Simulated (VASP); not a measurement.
# Te2Mo in VASP: notebook

One slab, Te2Mo, is run at these levels: PBE; tasks: single point.

Everything below comes from runs of VASP 6.6.1. Logs are shortened: lines on timing, memory, paths and dates and some standing lists are left out, and cuts for length are marked.

### 1 The structure

The cell holds a slab with vacuum, 3 atoms: a = 3.518 Å, b = 3.518 Å, c = 15.605 Å, α = 90.00°, β = 90.00°, γ = 120.00°.

### 2 Single point, PBE

File INCAR:

```
SYSTEM = Te2Mo
PREC = Accurate ; ENCUT = 650
EDIFF = 1E-7 ; ISMEAR = 0
SIGMA = 0.05 ; LREAL = .FALSE.
LASPH = .TRUE. ; NELM = 120
ALGO = Normal ; ISIF = 2
LWAVE = .FALSE. ; LCHARG = .FALSE.
LDIPOL = .TRUE. ; IDIPOL = 3
DIPOL = 0.5 0.5 0.500 ; GGA = PE
NBANDS = 24 ; LVHAR = .TRUE.
LVACPOTAV = .TRUE.
```

File KPOINTS:

```
Automatic mesh
0
G
  7 7 1
  0 0 0
```

File POSCAR:

```
Te2Mo
1.0
    3.5182000000      0.0000000000      0.0000000000
   -1.7591000000      3.0468505800      0.0000000000
    0.0000000000      0.0000000000     15.6051888000
Te Mo
2 1
Direct
    0.3333333333      0.6666666667      0.3844874982
    0.3333333333      0.6666666667      0.6155125018
    0.6666666667      0.3333333333      0.5000000000
```

Potentials or basis: VASP PAW PBE potentials, release 64 (Te, Mo_sv).

The run is started by

```bash
$ cat potpaw_PBE.64/Te/POTCAR potpaw_PBE.64/Mo_sv/POTCAR > POTCAR
$ mpirun -np 1 vasp_std > vasp.out
```

OUTCAR:

```text
SYSTEM = Te2Mo
   PREC = Accurate
   ENCUT = 650
   EDIFF = 1E-7
   ISMEAR = 0
   LREAL = .FALSE.
   LASPH = .TRUE.
   NELM = 120
   ISIF = 2
   GGA = PE

 Found      8 irreducible k-points:

 Following reciprocal coordinates:
            Coordinates               Weight
  0.000000  0.000000  0.000000      1.000000
  0.142857  0.000000  0.000000      6.000000
  0.285714  0.000000  0.000000      6.000000
  0.428571  0.000000  0.000000      6.000000
  0.142857  0.142857  0.000000      6.000000
  0.285714  0.142857  0.000000     12.000000
   k-points           NKPTS =      8   k-points in BZ     NKDIM =      8   number of bands    NBANDS=     24
   number of dos      NEDOS =    301   number of ions     NIONS =      3
   total plane-waves  NPLWV = 126000
   dimension x,y,z NGX =    30 NGY =   30 NGZ =  140
   dimension x,y,z NGXF=    60 NGYF=   60 NGZF=  280
   ions per type =               2   1
   NGX,Y,Z   is equivalent  to a cutoff of  14.18, 14.18, 14.91 a.u.
   NGXF,Y,Z  is equivalent  to a cutoff of  28.35, 28.35, 29.83 a.u.
 SYSTEM =  Te2Mo
   PREC   = accura    normal or accurate (medium, high low for compatibility)
   ISTART =      0    job   : 0-new  1-cont  2-samecut
   ICHARG =      2    charge: 1-file 2-atom 10-const
   ISPIN  =      1    spin polarized calculation?
   LNONCOLLINEAR =      F non collinear calculations
   LSORBIT =      F    spin-orbit coupling
   LASPH  =      T    aspherical Exc in radial PAW
   ENCUT  =  650.0 eV  47.77 Ry    6.91 a.u.   7.31  7.31 32.44*2*pi/ulx,y,z
   NELM   =    120;   NELMIN=  2; NELMDL= -5     # of ELM steps
   EDIFF  = 0.1E-06   stopping-criterion for ELM
   LREAL  =      F    real-space projection
   EDIFFG = 0.1E-05   stopping-criterion for IOM
   NSW    =      0    number of steps for IOM
   IBRION =     -1    ionic relax: 0-MD 1-quasi-New 2-CG
   NFREE  =      0    steps in history (QN), initial steepest desc. (CG)
   ISIF   =      2    stress and relaxation
   ISYM   =      2    0-nonsym 1-usesym 2-fastsym
   POTIM  = 0.5000    time-step for ionic-motion
   TEBEG  =    0.0;   TEEND  =   0.0 temperature during run
   PSTRESS=    0.0 pullay stress
   NELECT =      26.0000    total number of electrons
   NUPDOWN=      -1.0000    fix difference up-down
   EMIN   =  10.00;   EMAX   =-10.00  energy-range for DOS
   EFERMI =   0.00;   METHOD = LEGACY
   ISMEAR =     0;   SIGMA  =   0.05  broadening in eV -4-tet -1-fermi 0-gaus
   EFERMI_NEDOS =   21; number of points for ismear=-14 and -15
   IALGO  =     38    algorithm
   IMIX   =      4    mixing-type and parameters
     AMIX     =   0.40;   BMIX     =  1.00
     AMIX_MAG =   1.60;   BMIX_MAG =  1.00
  volume/ion in A,a.u.               =      55.76       376.28
  Fermi-wavevector in a.u.,A,eV,Ry     =   0.880209  1.663353 10.541352  0.774768
  Thomas-Fermi vector in A             =   2.000538
   LORBIT       =      0    0 simple, 1 ext, 2 COOP (PROOUT), +10 PAW based schemes
   GGA     = PE    functional components
   LHFCALC =     F    Hartree Fock is set to
   AEXX    =    0.0000 exact exchange contribution
   IVDW    =     0    specifies the selected vdW correction
   LEPSILON=     F    determine dielectric tensor
   LRPA    =     F    only Hartree local field effects (RPA)
 non-spin polarized calculation
 Gauss-broadening in eV      SIGMA  =   0.05
  energy-cutoff  :      650.00
  volume of cell :      167.28
 maximum number of plane-waves:      6359
 NGX is ok and might be reduce to    30
   NGX = 15   NGY = 15   NGZ = 65

 number of electron      26.0000001 magnetization

 dipolmoment           0.000000      0.000000     -0.000000 electrons x Angstroem

 Free energy of the ion-electron system (eV)
  ---------------------------------------------------
  ext. energy  EPLUGINS =         0.00000000
  ---------------------------------------------------
  free energy    TOTEN  =       -18.01172744 eV

  energy without entropy =      -18.01172744  energy(sigma->0) =      -18.01172744

 E-fermi :   1.0253     XC(G=0):  -5.3708

 val. band max:        0.7412183781   @ k =   0.2857   0.2857   0.0000
 cond. band min:       2.2012552039   @ k =   0.2857   0.2857   0.0000
 fundamental gap:      1.4600368258
 Fermi energy:         1.0252883267

 k-point     1 :       0.0000    0.0000    0.0000
  band No.  band energies     occupation
      1     -59.7607      2.00000
      2     -33.9300      2.00000
      3     -33.8030      2.00000
      4     -33.8030      2.00000
      5     -11.7815      2.00000
      6     -10.8191      2.00000
[... 16 lines left out ...]
     23       9.5306      0.00000
     24      10.0856      0.00000

 k-point     2 :       0.1429    0.0000    0.0000
  band No.  band energies     occupation
      1     -59.7589      2.00000
      2     -33.9246      2.00000
      3     -33.8277      2.00000
      4     -33.8087      2.00000
      5     -11.4984      2.00000
      6     -10.6228      2.00000
[... 16 lines left out ...]
     23       9.2938      0.00000
     24       9.7597      0.00000

 k-point     3 :       0.2857    0.0000    0.0000
  band No.  band energies     occupation
      1     -59.7548      2.00000
      2     -33.9123      2.00000
      3     -33.8827      2.00000
      4     -33.8216      2.00000
      5     -10.7382      2.00000
      6     -10.1013      2.00000
[... 16 lines left out ...]
     23       8.8536      0.00000
     24       9.8866      0.00000

 k-point     4 :       0.4286    0.0000    0.0000
  band No.  band energies     occupation
      1     -59.7514      2.00000
      2     -33.9264      2.00000
      3     -33.9024      2.00000
      4     -33.8319      2.00000
      5      -9.8969      2.00000
      6      -9.5506      2.00000
[... 16 lines left out ...]
     23       9.1803      0.00000
     24       9.1929      0.00000

 k-point     5 :       0.1429    0.1429    0.0000
  band No.  band energies     occupation
      1     -59.7559      2.00000
      2     -33.9157      2.00000
      3     -33.8641      2.00000
      4     -33.8215      2.00000
      5     -10.9736      2.00000
      6     -10.2606      2.00000
[... 16 lines left out ...]
     23       9.3914      0.00000
     24       9.9142      0.00000

 k-point     6 :       0.2857    0.1429    0.0000
  band No.  band energies     occupation
      1     -59.7522      2.00000
      2     -33.9064      2.00000
      3     -33.9046      2.00000
      4     -33.8400      2.00000
      5     -10.1353      2.00000
      6      -9.6944      2.00000
[... 16 lines left out ...]
     23       9.1039      0.00000
     24       9.5532      0.00000

 [... further k-points ...]

------------------------ aborting loop because EDIFF is reached ----------------------------------------

  FORCE on cell =-STRESS in cart. coord.  units (eV):
  Direction    XX          YY          ZZ          XY          YZ          ZX
  --------------------------------------------------------------------------------------
  -------------------------------------------------------------------------------------
  Total        1.0787933      1.0787933      0.9776824      0.0000000     -0.0000000      0.0000000
  in kB       10.3325638     10.3325639      9.3641353      0.0000000     -0.0000000      0.0000000
  external PRESSURE =      10.0097543 kB  Pullay stress =       0.0000000 kB

 VOLUME and BASIS-vectors are now :
 -----------------------------------------------------------------------------
  energy-cutoff  :      650.00
  volume of cell :      167.28
      direct lattice vectors                 reciprocal lattice vectors
     3.518200000  0.000000000  0.000000000     0.284236257  0.164103879  0.000000000
    -1.759100000  3.046850580  0.000000000     0.000000000  0.328207759  0.000000000
     0.000000000  0.000000000 15.605188800     0.000000000  0.000000000  0.064081250

 POSITION                                       TOTAL-FORCE (eV/Angst)
 -----------------------------------------------------------------------------------
     -0.00000      2.03123      6.00000        -0.000000      0.000000     -0.274362
     -0.00000      2.03123      9.60519         0.000000     -0.000000      0.274362
      1.75910      1.01562      7.80259        -0.000000     -0.000000      0.000000
 -----------------------------------------------------------------------------------
    total drift:                               -0.000000      0.000000      0.000000

  FREE ENERGIE OF THE ION-ELECTRON SYSTEM (eV)
  ---------------------------------------------------
  free  energy   TOTEN  =       -18.0117274378 eV

  energy  without entropy=      -18.0117274378  energy(sigma->0) =      -18.01172744

 vacuum level on the upper side and lower side of the slab         5.761         5.761
```

Run time: 69 s. Hardware: 1 thread of Intel Xeon Platinum 8559C (Emerald Rapids), shared host; peak memory 0.35 GiB.

These settings aren't checked as converged: the numbers below hold their error.

What came out:

```
Free energy                            : -18.0117 eV
Largest force                          : 0.274 eV/Å
Band gap on the k mesh                 : 1.46 eV, direct
Ionisation potential of the upper face : 5.02 eV
```

Caveat: spin-orbit coupling is left out, which moves the levels of the heavy elements.

### 3 Single point, PBE

This run uses another cell than the first one, of 91.49 Å³/atom, 1.641 times its volume.

File INCAR:

```
SYSTEM = Te2Mo
ALGO     = Normal         ! electronic algorithm
DIPOL    = 0.5 0.5 0.500
EDIFF    = 1E-8           ! SCF threshold, eV
ENCUT    = 750            ! plane-wave cutoff, eV
GGA      = PE             ! functional
IDIPOL   = 3            
ISIF     = 2              ! what is computed and relaxed
ISMEAR   = 0              ! smearing method
LASPH    = .TRUE.         ! aspherical terms in the spheres
LCHARG   = .FALSE.        ! write CHGCAR
LDIPOL   = .TRUE.       
LREAL    = .FALSE.        ! projectors in reciprocal space
LVACPOTAV= .TRUE.       
LVHAR    = .TRUE.       
LWAVE    = .FALSE.        ! write WAVECAR
NBANDS   = 24             ! bands
NELM     = 120            ! most SCF steps
PREC     = Accurate       ! precision mode
SIGMA    = 0.05           ! smearing width, eV
```

File KPOINTS:

```
k-points
0
G
  12 12 1
  0 0 0
```

File POSCAR:

```
Te2Mo
1.0
    3.5182000000      0.0000000000      0.0000000000
   -1.7591000000      3.0468505800      0.0000000000
    0.0000000000      0.0000000000     25.6051888000
Te Mo
2 1
Direct
    0.3333333333      0.6666666667      0.4296004254
    0.3333333333      0.6666666667      0.5703995746
    0.6666666667      0.3333333333      0.5000000000
```

Potentials or basis: VASP PAW PBE potentials, release 64 (Te, Mo_sv).

The run is started by

```bash
$ cat potpaw_PBE.64/Te/POTCAR potpaw_PBE.64/Mo_sv/POTCAR > POTCAR
$ mpirun -np 1 vasp_std > vasp.out
```

It took 5.2 min on 1 thread of Intel Xeon Platinum 8488C (Sapphire Rapids), shared host; peak memory 0.61 GiB.

Results (log left out):

| Quantity | Value |
| --- | --- |
| Free energy | -18.0120 eV |
| Largest force | 0.275 eV/Å |
| Band gap on the k mesh | 1.14 eV, direct |
| Ionisation potential of the upper face | 4.87 eV |

Forces on the atoms (eV/Å):
```
Te   0.000  0.000 -0.275
Te   0.000  0.000  0.275
Mo   0.000  0.000  0.000
```

Levels at points of the mesh, in eV from the valence-band top:
| k point | band 10 | band 11 | band 12 | band 13 | band 14 | band 15 | band 16 | band 17 |
| --- | --- | --- | --- | --- | --- | --- | --- | --- |
| (0.00, 0.00, 0.00) | -1.65 | -0.86 | -0.86 | -0.51 | 3.18 | 3.18 | 3.47 | 3.47 |
| (0.50, 0.00, 0.00) | -2.30 | -1.65 | -0.76 | -0.25 | 1.47 | 1.80 | 3.34 | 3.76 |

Caveat: spin-orbit coupling is left out, which moves the levels of the heavy elements. A hybrid or GW would open this gap; PBE tends to underestimate it.
